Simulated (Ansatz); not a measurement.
# TiC (Khamrabaevite): field gradients as cell or settings change, part 2 of 2

More tests of how the quadrupolar parameters of TiC (Khamrabaevite) respond to changes of cell, atoms or settings. The cell is a structure deposited in the COD. Its positions were relaxed in an earlier run. Planned: ions relaxed at fixed cell; a check of accuracy; functional r2SCAN at the relaxed positions; a check of hubbard with lower_state_search with dispersion.

Ansatz 0.2.0; DFT, PBE, plane-wave PAW, default files, scalar-relativistic, as far as a step names no other.

### 4 Functional r2SCAN at the relaxed positions

Input file input.yaml:

```yaml
crystal:
  lattice:
    - [0.0, 2.164, 2.164]
    - [2.164, 0.0, 2.164]
    - [2.164, 2.164, 0.0]
  atoms:
    - { symbol: Ti, position: [0.0, 0.0, 0.0] }
    - { symbol: C, position: [0.5, 0.5, 0.5] }
kpoints:
  mp_grid: { grid: [18, 18, 18] }
scf:
  occupations: { method: fermi_dirac, width: 0.05 }
hamiltonian:
  xc: r2scan
  pseudopotentials: { kind: paw }
output:
  forces: true
  stress: true
  populations: true
  efg: { quadrupole_moments_barn: { Ti: 0.247 }, contact_densities: true }
```

Started as:

```
ansatz run input.yaml --threads 1 --pin off --max-ram 3072MiB --backend cpu --events-out ev --progress --plain --runs-dir out
```

The log of the run:

```text
Warning: RAYON_NUM_THREADS=1 ignored (pool sized by the plan → 1); use --threads N
Engine: ansatz 0.2.0, x86_64-unknown-linux-gnu
Pseudopotentials: kind: paw
Pseudopotential: Ti, paw, valence charge 12, recommended cutoff 500 eV (meta_gga), Ti.paw.azcp
Pseudopotential: C, paw, valence charge 4, recommended cutoff 500 eV (meta_gga), C.paw.azcp
Functional definition: r2SCAN
  parameter k0 = 0.174
  parameter k1 = 0.065
  parameter a1 = 4.9479
  exchange = r2scan_x(k0 = k0, k1 = k1, a1 = a1)
  correlation = r2scan_c
Crystal: 2 atoms, lattice volume = 20.268 Å³
Basis set: ecut = 500 eV, 531 PW (Γ), exchange–correlation on 96×96×96 points (64 copies of the dense FFT grid, shifted against one another)
Bands: 12, of which v1, the nominal top of the filled ones, is band 8 counted from 1 (7 counted from 0)
Symmetry: 48 space group operations
Space group: Fm-3m (ITA 225), of the structure as read, at distance tolerance 2.7e-5 Å
k-points: 195 of 5832
Non-local potential: Ti, projectors of the file, l = 0: 3, l = 1: 2, l = 2: 3, l = 3: 1
Non-local potential: C, projectors of the file, l = 0: 2, l = 1: 2, l = 2: 1
PAW form: soft (Blöchl's): semilocal exchange-correlation on the pseudo side does not see the compensation charge
PAW frozen core: Ti, regenerated for the run's functional (the file was generated under x = pbe(κ = 0.804, μ = 0.2195149727645171), c = pbe(β = 0.06672455060314922))
PAW frozen core: C, regenerated for the run's functional (the file was generated under x = pbe(κ = 0.804, μ = 0.2195149727645171), c = pbe(β = 0.06672455060314922))
PAW one-centre angular grid: Ti, 590 points (default); XC on 160 Gauss nodes
PAW one-centre angular grid: C, 302 points (default); XC on 239 of its mesh's 2573 points in the sphere
Initial density: superposition of atomic densities (neutral atoms: chi_scale 0, normalization atom), corrected by the library's trained network
Initial wavefunctions: pseudopotential atomic-orbital guess
Functional: x = r2scan, c = r2scan; τ floored in thin density (d = 2e-4 eV/Å³)
SCF iter   1: F=—  HF=-2757.962175 eV  |F-HF|=—  |Δ(HF+E_count)|=         —  Δρ=1.87e-2  dr2=7.58e-2  dr2_τ=1.39e-1  ethr=1.77e-3  ⟨swp⟩=4.5  Hψ=11419  notcnv=0
preconditioner: auto → none  [metal: Δε(μ)=0.073 eV  Ē_g=8.594 eV  σ=0.050 eV  W_gap=0.35  n_scr=8 (ndim 8)  ℏωp=23.3 eV  f_vac=0.000  D(μ)=0.22/eV (n_scr^D=0)  sad-step TF]
SCF iter   2: F=—  HF=-2758.013742 eV  |F-HF|=—  |Δ(HF+E_count)|=   5.16e-2  Δρ=6.32e-3  dr2=3.42e-3  dr2_τ=1.69e-3  ethr=4.74e-4  ⟨swp⟩=2.0  Hψ=5471  notcnv=0
SCF iter   3: F=—  HF=-2758.015696 eV  |F-HF|=—  |Δ(HF+E_count)|=   1.95e-3  Δρ=3.17e-3  dr2=7.74e-4  dr2_τ=7.13e-5  ethr=2.13e-5  ⟨swp⟩=2.2  Hψ=3265  notcnv=0
SCF iter   4: F=—  HF=-2758.016364 eV  |F-HF|=—  |Δ(HF+E_count)|=   6.67e-4  Δρ=7.78e-4  dr2=8.33e-5  dr2_τ=4.17e-6  ethr=4.84e-6  ⟨swp⟩=2.1  Hψ=3617  notcnv=0
SCF iter   5: F=—  HF=-2758.016400 eV  |F-HF|=—  |Δ(HF+E_count)|=   3.67e-5  Δρ=1.15e-4  dr2=1.93e-6  dr2_τ=9.82e-8  ethr=5.21e-7  ⟨swp⟩=2.1  Hψ=3081  notcnv=0
SCF iter   6: F=-2758.016401 eV  HF=-2758.016401 eV  |F-HF|=1.37e-8  |Δ(HF+E_count)|=   9.72e-7  Δρ=1.61e-5  dr2=3.67e-8  dr2_τ=3.70e-9  ethr=6.25e-10  ⟨swp⟩=3.0  Hψ=9234  notcnv=0
SCF 1 converged in 6 iterations: F = -2758.016401 eV  dr2 = 3.67e-8
SCF converged after 6 iterations
Free energy (F): -2758.016401 eV
Harris-Foulkes:  -2758.016401 eV  (|F-HF|=1.37e-8)
Internal energy: -2758.014267 eV  (E = F + TS)
E sigma→0 (E₀):  -2758.015334 eV
Entropy (-TS):   -0.002134 eV (-1.067 meV/atom)
Fermi energy:    14.797131 eV
--- Per-component energies (eV) ---
  E_band       = -125.274476
  E_kinetic    = 363.004116
  E_local      = -771.256903  (includes V_loc(G=0)·N_el)
  E_nonlocal   = 30.845574
  E_hartree    = 312.467529
  E_xc         = -142.393542
  E_vxc        = -200.855942  (∫ρ·V_xc dr)
  E_paw        = -1156.032323  (= ΣΔE_a)
  E_vpaw       = -184.426933  (= ΣTr[D̂ρ^β])
  E_aug_tail   = 0.000100  (compensation charges beyond the density's cutoff)
  E_vtau       = 12.483200  (kinetic-family band-sum trace: ∫τ·v_τ [+ j·A + Jᵃ·Aᵃ] dr)
  E_ewald      = -1394.370587
  E_core_change = -0.278231  (= ΣΔE_core)
  E_smearing   = -0.002134  (= −TS)
  E_closure    = -0.000000  (closes the sum)
  Σ components = -2758.016401   (vs F -2758.016401, Δ=0.00e0)
--- Forces (eV/Å), atoms counted from 1 ---
  atom   1  Ti    -0.00000000     0.00000000     0.00000000
  atom   2  C      0.00000000    -0.00000000    -0.00000000
  max |Σ_I F_I| component: 4.40e-30 eV/Å
--- Stress (GPa, compression-positive) ---
       -0.028964      -0.000000      -0.000000
        0.000000      -0.028964       0.000000
        0.000000       0.000000      -0.028964
  P = ⅓ Tr σ = -0.0290 GPa (-0.290 kbar)
--- PAW observables at the nuclei: V_zz in 10²¹ V/m², potentials from the cell's mean, atoms counted from 1 ---
  atom   1  Ti V_zz =    +0.000000   η = 0.0000   by run symmetry: forbidden   C_q = +0.0000 MHz
            electrostatic potential = -2532.280200 V   contact ρ = 56723.807084 e/Å³
  atom   2  C  V_zz =    -0.000000   η = 0.0000   by run symmetry: forbidden
            electrostatic potential = -422.280225 V   contact ρ = 867.569149 e/Å³
--- Band table (eV; the first three rows and the last of 195) ---
  k-point 0: bands = ["-44.2066", "-19.1714", "-19.1714", "-19.1714", "1.5373", "15.6360", "15.6360", "15.6360", "16.4675", "16.4675", "16.4675", "16.5275"]
  k-point 1: bands = ["-44.2043", "-19.1876", "-19.1728", "-19.1728", "1.6101", "15.2014", "15.3955", "15.3955", "15.9005", "15.9005", "16.7313", "17.4418"]
  k-point 2: bands = ["-44.1978", "-19.2340", "-19.1770", "-19.1770", "1.8247", "14.3807", "14.6309", "14.6309", "15.9818", "15.9818", "17.0842", "18.4380"]
  k-point 194: bands = ["-44.1060", "-19.5052", "-19.4578", "-19.3529", "4.4401", "11.3653", "11.6031", "11.9258", "17.4690", "18.0288", "18.5490", "19.9128"]
--- Löwdin populations: 2 sites ---
  site symbol       q [e]
     0     Ti     11.1016
     1      C      4.8480
  spilling = 0.003151 (of n_electrons = 16.000000)
```

It took 5.1 s on 1 thread of Intel Xeon 6975P-C (Granite Rapids), shared host; peak memory 0.46 GiB.

State: no gap over 0.1 eV on the mesh, largest force 0.000 eV/Å, pressure 0.0 GPa.

Against step 2 (V_zz in 10²¹ V/m²):

```
site  atoms  V_zz, PBE relaxed  V_zz, r2SCAN  η, PBE relaxed  η, r2SCAN
  Ti      1               0.00          0.00               –          –
   C      2               0.00          0.00               –          –
```

### 5 A check on settings: hamiltonian.hubbard changed, scf.lower_state_search = light, hamiltonian.dispersion = d4

input.yaml: that of step 4 with these lines changed.

```diff
@@ -12,5 +12,8 @@
   occupations: { method: fermi_dirac, width: 0.05 }
+  lower_state_search: light
 hamiltonian:
-  xc: r2scan
+  xc: pbe
   pseudopotentials: { kind: paw }
+  hubbard: { sites: [{ species: Ti, l: d, u_eff: 8.0 }], double_counting: fll }
+  dispersion: d4
 output:
```

Started as:

```
ansatz run input.yaml --threads 1 --pin off --max-ram 3072MiB --backend cpu --events-out ev --progress --plain --runs-dir out
```

The log of the run:

```text
Warning: RAYON_NUM_THREADS=1 ignored (pool sized by the plan → 1); use --threads N
Ti: projections on atomic orbitals take those of the free atom [Ne] 3s2 3p6 3d2 4s2, of charge +0.00 (hamiltonian.pseudopotentials.projection_atoms); the dataset's partial waves leave at most 4.1e-7 of an orbital's norm unspanned inside its sphere
C: projections on atomic orbitals take those of the free atom [He] 2s2 2p2, of charge +0.00 (hamiltonian.pseudopotentials.projection_atoms); the dataset's partial waves leave at most 3.7e-9 of an orbital's norm unspanned inside its sphere
[... 9 set-up lines as earlier in the session ...]
Crystal: 2 atoms, lattice volume = 20.268 Å³
Basis set: ecut = 420 eV, 411 PW (Γ), exchange–correlation on 48×48×48 points (8 copies of the dense FFT grid, shifted against one another)
Bands: 12, of which v1, the nominal top of the filled ones, is band 8 counted from 1 (7 counted from 0)
[... 2 set-up lines as earlier in the session ...]
k-points: 195 of 5832
[... 5 set-up lines as earlier in the session ...]
Initial density: superposition of atomic densities (chi_scale 0.1, normalization cell, long waves kept (reshape's long-wave potential 0.00 eV rms))
[... 2 set-up lines as earlier in the session ...]
SCF iter   1: F=—  HF=-2748.167760 eV  |F-HF|=—  |Δ(HF+E_count)|=         —  Δρ=2.23e-1  dr2=1.34e1  ethr=3.10e-3  ⟨swp⟩=4.3  Hψ=11028  notcnv=0
preconditioner: auto → none  [insulator: Δε(μ)=0.703 eV  Ē_g=10.586 eV  σ=0.050 eV  W_gap=1.00  n_scr=8 (ndim 8)  ℏωp=23.3 eV  f_vac=0.000  D(μ)=0.00/eV (n_scr^D=0)  ε∞_Penn≈5.9]
SCF iter   2: F=—  HF=-2747.850714 eV  |F-HF|=—  |Δ(HF+E_count)|=   3.17e-1  Δρ=2.61e-1  dr2=1.62e1  ethr=3.10e-3  ⟨swp⟩=4.0  Hψ=7531  notcnv=0  defer=1
SCF iter   3: F=—  HF=-2745.214153 eV  |F-HF|=—  |Δ(HF+E_count)|=    2.64e0  Δρ=3.26e-2  dr2=9.09e-2  ethr=3.10e-3  ⟨swp⟩=3.5  Hψ=6571  notcnv=0
SCF iter   4: F=—  HF=-2745.371831 eV  |F-HF|=—  |Δ(HF+E_count)|=   1.58e-1  Δρ=2.52e-2  dr2=8.62e-2  ethr=5.68e-4  ⟨swp⟩=2.5  Hψ=4961  notcnv=0
SCF iter   5: F=—  HF=-2745.522290 eV  |F-HF|=—  |Δ(HF+E_count)|=   1.50e-1  Δρ=2.41e-2  dr2=1.26e-1  ethr=5.39e-4  ⟨swp⟩=2.9  Hψ=4299  notcnv=0
SCF iter   6: F=—  HF=-2745.491309 eV  |F-HF|=—  |Δ(HF+E_count)|=   3.10e-2  Δρ=2.87e-3  dr2=1.28e-3  ethr=5.39e-4  ⟨swp⟩=3.2  Hψ=5829  notcnv=0
SCF iter   7: F=—  HF=-2745.492679 eV  |F-HF|=—  |Δ(HF+E_count)|=   1.37e-3  Δρ=3.64e-3  dr2=3.07e-3  ethr=7.99e-6  ⟨swp⟩=2.3  Hψ=3509  notcnv=0
SCF iter   8: F=—  HF=-2745.491912 eV  |F-HF|=—  |Δ(HF+E_count)|=   7.68e-4  Δρ=3.22e-4  dr2=2.23e-5  ethr=7.99e-6  ⟨swp⟩=2.1  Hψ=4507  notcnv=0
SCF iter   9: F=—  HF=-2745.491920 eV  |F-HF|=—  |Δ(HF+E_count)|=   8.00e-6  Δρ=1.02e-4  dr2=2.24e-6  ethr=1.39e-7  ⟨swp⟩=1.9  Hψ=2753  notcnv=0
SCF iter  10: F=-2745.491919 eV  HF=-2745.491919 eV  |F-HF|=8.01e-9  |Δ(HF+E_count)|=   4.86e-7  Δρ=8.38e-6  dr2=1.07e-8  ethr=6.25e-10  ⟨swp⟩=3.2  Hψ=9732  notcnv=0
the search or the solves at the SCF's close seem to have found levels that the self-consistency loop had missed (the run counts 1). By its estimate they hold under 1e-12 electrons; where the run keeps them, the occupations were computed again with them
SCF 1 converged in 10 iterations: F = -2745.491919 eV  dr2 = 1.07e-8
SCF converged after 10 iterations
Free energy (F): -2745.491919 eV
Harris-Foulkes:  -2745.491919 eV  (|F-HF|=8.01e-9)
Internal energy: -2745.490820 eV  (E = F + TS)
E sigma→0 (E₀):  -2745.491370 eV
Entropy (-TS):   -0.001099 eV (-0.550 meV/atom)
Fermi energy:    16.183781 eV
--- Per-component energies (eV) ---
  E_band       = -110.851707
  E_kinetic    = 363.982830
  E_local      = -767.832176  (includes V_loc(G=0)·N_el)
  E_nonlocal   = 30.009862
  E_hartree    = 309.003687
  E_xc         = -148.202709
  E_vxc        = -185.084994  (∫ρ·V_xc dr)
  E_hubbard    = 6.632972  (on-site DFT+U / exact-exchange correction)
  E_vhub       = 3.457136  (the Hubbard potential's part of the band-sum identity)
  E_paw        = -1144.161764  (= ΣΔE_a)
  E_vpaw       = -173.395317  (= ΣTr[D̂ρ^β])
  E_aug_tail   = 0.000148  (compensation charges beyond the density's cutoff)
  E_ewald      = -1394.370587
  E_disp       = -0.553082  (pairwise vdW)
  E_smearing   = -0.001099  (= −TS)
  E_closure    = -0.000000  (closes the sum)
  Σ components = -2745.491919   (vs F -2745.491919, Δ=0.00e0)
--- Forces (eV/Å), atoms counted from 1 ---
  atom   1  Ti    -0.00000000     0.00000000     0.00000000
  atom   2  C      0.00000000     0.00000000     0.00000000
  max |Σ_I F_I| component: 5.92e-30 eV/Å
--- Stress (GPa, compression-positive) ---
       13.297117       0.000000      -0.000000
        0.000000      13.297117      -0.000000
        0.000000      -0.000000      13.297117
  P = ⅓ Tr σ = 13.2971 GPa (132.971 kbar)
--- PAW observables at the nuclei: V_zz in 10²¹ V/m², potentials from the cell's mean, atoms counted from 1 ---
  atom   1  Ti V_zz =    +0.000000   η = 0.0000   by run symmetry: forbidden   C_q = +0.0000 MHz
            electrostatic potential = -2532.357040 V   contact ρ = 56791.238896 e/Å³
  atom   2  C  V_zz =    -0.000000   η = 0.0000   by run symmetry: forbidden
            electrostatic potential = -423.733038 V   contact ρ = 868.687388 e/Å³
--- Band table (eV; the first three rows and the last of 195) ---
  k-point 0: bands = ["-42.6874", "-18.6704", "-18.6704", "-18.6704", "2.7106", "16.5361", "16.5361", "17.1082", "17.1082", "17.1082", "17.8391", "17.8391"]
  k-point 1: bands = ["-42.6853", "-18.6847", "-18.6718", "-18.6718", "2.7818", "15.9601", "15.9601", "16.6176", "17.5440", "17.5440", "18.0767", "18.0767"]
  k-point 2: bands = ["-42.6789", "-18.7258", "-18.6757", "-18.6757", "2.9928", "15.2088", "15.2088", "15.7536", "17.8221", "17.8221", "18.5432", "18.8353"]
  k-point 194: bands = ["-42.5940", "-18.9706", "-18.9271", "-18.8334", "5.8969", "12.3582", "12.5313", "12.7739", "19.0133", "19.6422", "19.6670", "20.0219"]
Occupation matrices written to <dir>
--- Löwdin populations: 2 sites ---
  site symbol       q [e]
     0     Ti     10.8783
     1      C      5.0572
  spilling = 0.004031 (of n_electrons = 16.000000)
```

Wall time 6.5 s (1 thread of Intel Xeon 6975P-C (Granite Rapids), shared host); peak memory 0.42 GiB.

State: no gap over 0.1 eV on the mesh, largest force 0.000 eV/Å, pressure 13.3 GPa.

Against step 2 (V_zz in 10²¹ V/m²):

```
site  atoms  V_zz, PBE relaxed  V_zz, new settings  η, PBE relaxed  η, new settings
  Ti      1               0.00                0.00               –                –
   C      2               0.00                0.00               –                –
```

No site has a gradient above 0.15 × 10²¹ V/m² in either run. An added dispersion term adds to energy, forces and stress but leaves the density alone.

### 6 Summary of results

The summary covers parts 1 to 2.

| quantity | value |
| --- | --- |
| state (step 2) | no gap over 0.1 eV on the mesh, largest force 0.000 eV/Å, pressure 0.9 GPa |
| V_zz by site, step 2 (10²¹ V/m²) | all zero by symmetry |
| contact density, step 2 (a₀⁻³) | Ti 8414.9, C 128.9 |
| step 3 (accuracy = medium) against step 2 | no sizeable gradients |
| step 5 (hamiltonian.hubbard changed, scf.lower_state_search = light, hamiltonian.dispersion = d4) against step 2 | no sizeable gradients |

What this shows: All gradients vanish by symmetry in step 2.
